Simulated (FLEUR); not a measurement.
C: equation of state with PW91

The system is C.

```
C
1.0
     2.52210    0.00000    0.00000
    -1.26105    2.18420    0.00000
     0.00000    0.00000    8.23710
C
8
Direct
  0.66667 0.33333 0.84375
  0.33333 0.66667 0.34375
  0.66667 0.33333 0.65625
  0.33333 0.66667 0.15625
  0.00000 0.00000 0.90625
  0.00000 0.00000 0.40625
  0.00000 0.00000 0.59375
  0.00000 0.00000 0.09375
```

This is a hexagonal form of diamond, not graphite.

```json
{
  "Program": "FLEUR MaX-R8.1 (later development tree)",
  "Task": "equation of state",
  "Functional": "PW91",
  "Potentials or basis": "all-electron",
  "Basis": "FLAPW",
  "Kmax": "5.5 1/bohr",
  "k mesh": "12 × 12 × 4",
  "Occupations": "fermi-dirac, width 0.05 eV",
  "Spin": "no spin polarisation"
}
```

The equilibrium volume is 5.70 Å³/atom, the bulk modulus at fixed shape and positions is 434 GPa and the pressure derivative of the bulk modulus is 3.7 (rough: it moves with the points fitted).

Energy against volume, from the lowest point:
```tsv
volume (Å³/atom)	energy (meV/atom)
5.332	35.17
5.445	16.13
5.672	0.00
5.899	8.93
6.012	21.45
```

Caveat: the cell was scaled at fixed shape and fractional positions, which overstates the stiffness of a crystal with free parameters, most of all of layers and chains.
